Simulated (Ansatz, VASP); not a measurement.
# One calculation of NaI, two programs

```
Na I
1.0
     0.00000    3.21866    3.21866
     3.21866    0.00000    3.21866
     3.21866    3.21866    0.00000
Na I
1 1
Direct
  0.00000 0.00000 0.00000
  0.50000 0.50000 0.50000
```

The cell is a database's computed one.

Alike in both runs: task relaxation of cell and atoms; functional PBE; dispersion D3(BJ); k mesh 6 × 6 × 6; occupations gaussian, width 0.02 eV; no spin polarisation.

```csv
,VASP,Ansatz
version,VASP 6.6.1,Ansatz 0.2.0
potentials or method,"VASP PAW PBE potentials, release 64 (Na_pv, I)","scalar-relativistic, plane waves, PAW"
plane-wave cutoff (eV),600,420
valence electrons in the cell,14,26
```

Ansatz gave:

| Quantity | Value |
| --- | --- |
| gap on the k mesh at the Fermi level, each at its own relaxed structure (eV) | 3.80 |
| relaxed volume (Å³/atom) | 32.10 |
| relaxed cell length with the largest relative difference (Å) | 4.495 |
| energy change over the relaxation (meV/atom) | -2 |

Q: Which values does VASP return?

A: gap on the k mesh at the Fermi level, each at its own relaxed structure (eV): 3.78; relaxed volume (Å³/atom): 32.21; relaxed cell length with the largest relative difference (Å): 4.500; energy change over the relaxation (meV/atom): -2.

The two sets of potentials don't hold the same shells in valence.

Caveats: spin-orbit coupling is left out, which moves the levels of the heavy elements. Expect the measured gap to be larger: semilocal functionals such as PBE lack the derivative discontinuity.
